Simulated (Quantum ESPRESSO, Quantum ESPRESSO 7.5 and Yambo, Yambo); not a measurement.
**KI (Fm-3m): Bethe-Salpeter spectra with Yambo**

How far does the k mesh set the exciton binding of KI (Fm-3m)?

Main program and level: Quantum ESPRESSO 7.5 and Yambo 5.3.0; PBE and many-body steps on it, plane waves.

**1. The starting structure**

The structure is cubic, space group Fm-3m (No. 225). Conventional cell: a = 7.066 Å, b = 7.066 Å, c = 7.066 Å, α = 90.00°, β = 90.00°, γ = 90.00°. Nearest to K lie 6 I at 3.53 Å. Nearest to I lie 6 K at 3.53 Å. Farther neighbours and most contacts between anions are not listed.

The cell and positions come from the Crystallography Open Database and are kept as given unless a step says otherwise. Spin-orbit coupling is left out unless a step names it.

**2. Empty states on the mesh, 4×4×4 mesh, 147 bands**

This step: Quantum ESPRESSO 7.5; DFT, PBE, plane waves, norm-conserving pseudopotentials.

The sums over transitions need many empty states on a uniform mesh; this step solves for them.

Contents of pw.in:

```
&control
  calculation = 'nscf'
  prefix = 'x'
  outdir = 'o'
  pseudo_dir = 'pseudo'
/
&system
  ibrav = 0
  nat = 2
  ntyp = 2
  ecutwfc = 76.0
  nbnd = 147
  force_symmorphic = .true.
/
&electrons
  conv_thr = 1e-9
  electron_maxstep = 80
  diago_full_acc = .true.
  diago_thr_init = 5e-6
/
ATOMIC_SPECIES
  K 39.098 K.upf
  I 126.9 I.upf
CELL_PARAMETERS angstrom
  0.0000000000 3.5327750000 3.5327750000
  3.5327750000 0.0000000000 3.5327750000
  3.5327750000 3.5327750000 -0.0000000000
ATOMIC_POSITIONS crystal
  K 0.0000000000 0.0000000000 0.0000000000
  I 0.5000000000 0.5000000000 0.5000000000
K_POINTS automatic
  4 4 4 0 0 0
```

The run is started by

```sh
> OMP_NUM_THREADS=1 mpirun -n 4 pw.x -nk 4 -in pw.in > pw.out
```

What it wrote:

```text
Program PWSCF v.7.5 starts

     This program is part of the open-source Quantum ESPRESSO suite
     for quantum simulation of materials; please cite
         "P. Giannozzi et al., J. Phys.:Condens. Matter 21 395502 (2009);
         "P. Giannozzi et al., J. Phys.:Condens. Matter 29 465901 (2017);
         "P. Giannozzi et al., J. Chem. Phys. 152 154105 (2020);
     in publications or presentations arising from this work. More details at

     Atomic positions and unit cell read from directory:
     o/x.save/

     Message from routine setup:
[...]
41.5888  42.7574  42.7574  43.4954  43.4954  43.5600  43.5600  43.5875
     [... 7 further rows ...]
    68.8451  68.8451  69.9535  69.9830  69.9830  70.1362  71.7432  71.7432
    72.7317  72.7317  73.0523

          k = 0.3536 0.0000 0.0000 (  6643 PWs)   bands (ev):

     [... further k-points ...]

     highest occupied, lowest unoccupied level (ev):     2.8347    6.8023

     XML data file, pseudopotentials, collected wavefunctions

=------------------------------------------------------------------------------=
   JOB DONE.
=------------------------------------------------------------------------------=
```

Wall time 25 s (4 MPI ranks of Arm Neoverse V1, shared host); peak memory 0.56 GiB.

Numbers from this step:

```
gap                                                           : 3.968 eV
k of the valence top                                          : 0, 0, 0
k of the conduction bottom                                    : 0, 0, 0
least direct gap                                              : 3.968 eV
k points computed                                             : 8
lowest point of the top converged band, above the valence top : 67.9421 eV
```

On this mesh the gap is 3.968 eV.

The density comes from a self-consistent run that is not shown.

**3. Conversion and set-up**

This step: Yambo 5.3.0; conversion and set-up on PBE, plane waves, norm-conserving pseudopotentials.

The states are converted to the many-body program's format and the q mesh is built.

The run is started by

```sh
> (cd o/x.save; p2y > p2y.log; mv SAVE ../..); yambo > setup.log
```

What it wrote:

```text
 Yambo, version 5.3.0

 [02] CORE Variables Setup
 =========================

  [02.01] Unit cells
  ==================

  Cell kind             :  FCC
  Atoms in the cell     :  K  I
  number of K  atoms    :  1
  number of I  atoms    :  1

  List of atomic masses
  Mass of K     :  39.09800
  Mass of I     :  126.9000

  List of atomic coordinates    : [cc]
  K1       :  0.000000  0.000000  0.000000  order 1
  I1       :  6.675977  6.675977  6.675977  order 2

  Alat factors          :  6.675977  6.675977  6.675977 [a.u.]
  Direct lattice volume :  595.0789 [a.u.]
[...]
==========================================

 IBZ Q-points                                      :   8
 BZ  Q-points                                      :   64

 K/Q-points units:
 rlu = crystal or reduced units; cc = cartesian coordinates; iku = interal k-units

 Q [1]          [rlu]:  0.000000  0.000000  0.000000
 Q [2]          [rlu]: -0.66843E-18 -0.66843E-18  0.25000
 Q [3]          [rlu]:  0.13369E-17  0.13369E-17 -0.50000
[...]
Q [7]          [rlu]:  0.40852E-17 -0.50000     -0.50000
 Q [8]          [rlu]:  0.250000 -0.500000 -0.250000

  [03.01] X indexes
  =================

   [03.01.01] Sigma indexes
   ========================

 [06] Game Over & Game summary
```

The job ended after 3.5 s (1 MPI rank; peak memory 0.26 GiB).

**4. Screening and self-energy, 4×4×4 mesh, 147 bands, screening to 149.7 eV**

Now the one-shot GW correction: screening in the RPA, then the self-energy of the levels asked for.

This step: G0W0 on PBE, plane waves, norm-conserving pseudopotentials.

Contents of gw1.in:

```
HF_and_locXC
gw0
dyson
ppa
em1d
rim_cut
RandQpts= 1000000
RandGvec= 1 RL
EXXRLvcs= 76 Ry
VXCRLvcs= 304 Ry
Chimod= "HARTREE"
% BndsRnXp
 1 | 147 |
%
NGsBlkXp= 11 Ry
% LongDrXp
 1 | 1 | 1 |
%
% GbndRnge
 1 | 147 |
%
DysSolver= "n"
ExtendOut
PPAPntXp= 27.21138 eV
% QPkrange
 1 | 1 | 16 | 19 |
%
```

The run is started by

```sh
> OMP_NUM_THREADS=1 mpirun -n 4 yambo -F gw1.in -J gw1 -C gw1 > gw1.log
```

What it wrote:

```text
 Yambo, version 5.3.0

 [02] CORE Variables Setup
 =========================

  [... cell, symmetries and grids as in the set-up ...]

  [02.05] Energies & Occupations
  ==============================

  [X] === General ===
  [X] Electronic Temperature                        :  0.000000  0.000000 [eV K]
  [X] Bosonic    Temperature                        :  0.000000  0.000000 [eV K]
  [X] Finite Temperature mode                       : no
  [X] El. density                                   :  0.38557E+24 [cm-3]
[...]
Sx RL components                                 :   6735

   QP @ state[ 1 ] K range                          :  1  1
   QP @ state[ 1 ] b range                          :  16  19
   GF energies kind                                 : Perdew, Burke & Ernzerhof(X)+Perdew, Burke & Ernzerhof(C)
   GF WF`s kind                                     : Perdew, Burke & Ernzerhof(X)+Perdew, Burke & Ernzerhof(C)
   Xs energies kind                                 : Perdew, Burke & Ernzerhof(X)+Perdew, Burke & Ernzerhof(C)
   Xs WF`s kind                                     : Perdew, Burke & Ernzerhof(X)+Perdew, Burke & Ernzerhof(C)

 [11] Game Over & Game summary
```

It took 3.7 min on 4 MPI ranks; peak memory 2.1 GiB.

Numbers from this step:

* G0W0 gap on the points computed: 6.025 eV
* starting gap on the mesh: 3.968 eV
* k of the valence top: 0, 0, 0
* k of the conduction bottom: 0, 0, 0
* least direct G0W0 gap on the computed points: 6.025 eV

The gap on the mesh goes from 3.97 eV to 6.02 eV, a correction of +2.06 eV.

The gap opens by 2.057 eV; the next steps shift the empty bands rigidly by 2.057 eV. The exciton steps add spin-orbit coupling, which this shift does not hold.

**5. Empty states on the mesh, 4×4×4 mesh, 66 bands**

This step: Quantum ESPRESSO 7.5; DFT, PBE with spin-orbit coupling, plane waves, norm-conserving pseudopotentials.

pw.in, as its differences from that of step 2:

```diff
@@ -11,4 +11,6 @@
   ecutwfc = 76.0
-  nbnd = 147
+  nbnd = 66
   force_symmorphic = .true.
+  noncolin = .true.
+  lspinorb = .true.
 /
```

The run is started by

```sh
> OMP_NUM_THREADS=1 mpirun -n 4 pw.x -nk 4 -in pw.in > pw.out
```

What it wrote:

```text
[banner, memory and clock lines left out]
Program PWSCF v.7.5 starts

     Atomic positions and unit cell read from directory:
     o/x.save/

     Message from routine setup:
     using ibrav=0 with symmetry is DISCOURAGED, use correct ibrav instead

     G-vector sticks info

     bravais-lattice index     =            0
     lattice parameter (alat)  =       9.4413  a.u.
     unit-cell volume          =     595.0789 (a.u.)^3
     number of atoms/cell      =            2
     number of atomic types    =            2
     number of electrons       =        26.00
[...]
22.9880  22.9880

          k = 0.1768 0.1768-0.1768 (  6639 PWs)   bands (ev):

[...]
23.0288  23.0288

          k =-0.3536-0.3536 0.3536 (  6658 PWs)   bands (ev):

[...]
14.7338  14.7338  16.1069  16.1069  18.3040  18.3040  18.3623  18.3623
    19.6862  19.6862  20.4049  20.4050  21.1094  21.1094  21.1135  21.1135
    22.9489  22.9489

          k = 0.3536 0.0000 0.0000 (  6643 PWs)   bands (ev):

     [... further k-points ...]

     highest occupied, lowest unoccupied level (ev):     2.7691    6.4120

     XML data file, pseudopotentials, collected wavefunctions
```

Run time: 25 s. Hardware: 4 MPI ranks; peak memory 0.59 GiB; 1.7 min of CPU time.

Numbers from this step:

```
gap                                                           : 3.643 eV
k of the valence top                                          : 0, 0, 0
k of the conduction bottom                                    : 0, 0, 0
least direct gap                                              : 3.643 eV
k points computed                                             : 8
lowest point of the top converged band, above the valence top : 17.36 eV
```

On this mesh the gap is 3.643 eV.

The density comes from a self-consistent run that is not shown, made with spin-orbit coupling and fully relativistic files.

**6. Conversion and set-up**

This step: Yambo 5.3.0; conversion and set-up on PBE with spin-orbit coupling, plane waves, norm-conserving pseudopotentials.

The run is started by

```sh
> (cd o/x.save; p2y > p2y.log; mv SAVE ../..); yambo > setup.log
```

What it wrote:

```text
 Yambo, version 5.3.0

 [02] CORE Variables Setup
 =========================

  [02.01] Unit cells
  ==================

  Cell kind             :  FCC
  Atoms in the cell     :  K  I
  number of K  atoms    :  1
  number of I  atoms    :  1

  List of atomic masses
  Mass of K     :  39.09800
  Mass of I     :  126.9000

  List of atomic coordinates    : [cc]
  K1       :  0.000000  0.000000  0.000000  order 1
  I1       :  6.675977  6.675977  6.675977  order 2

  Alat factors          :  6.675977  6.675977  6.675977 [a.u.]
  Direct lattice volume :  595.0789 [a.u.]
[...]
==========================================

 IBZ Q-points                                      :   8
 BZ  Q-points                                      :   64

 K/Q-points units:
 rlu = crystal or reduced units; cc = cartesian coordinates; iku = interal k-units

 Q [1]          [rlu]:  0.000000  0.000000  0.000000
 Q [2]          [rlu]: -0.66843E-18 -0.66843E-18  0.25000
 Q [3]          [rlu]:  0.13369E-17  0.13369E-17 -0.50000
[...]
Q [7]          [rlu]:  0.40852E-17 -0.50000     -0.50000
 Q [8]          [rlu]:  0.250000 -0.500000 -0.250000

  [03.01] X indexes
  =================

   [03.01.01] Sigma indexes
   ========================

 [06] Game Over & Game summary
```

Run time: 4 s. Hardware: 1 MPI rank; peak memory 0.26 GiB.

[end of part 1 of 3]

[Paths, hosts, dates, memory and timing lines, banners, echoed tables and standing remarks are left out of the program output.]

[Logs are printed without paths, hosts, clocks, repeated set-up lines and the standing remarks that a program may print on its own settings, such as how far it seeks lower states.]

[Runs of the session that timed out or met a known fault of the program may be left out.]

[Hosts, paths, dates, database ids (printed as entryN), source tags and the programs' standing remarks are cut or masked in the printed files.]
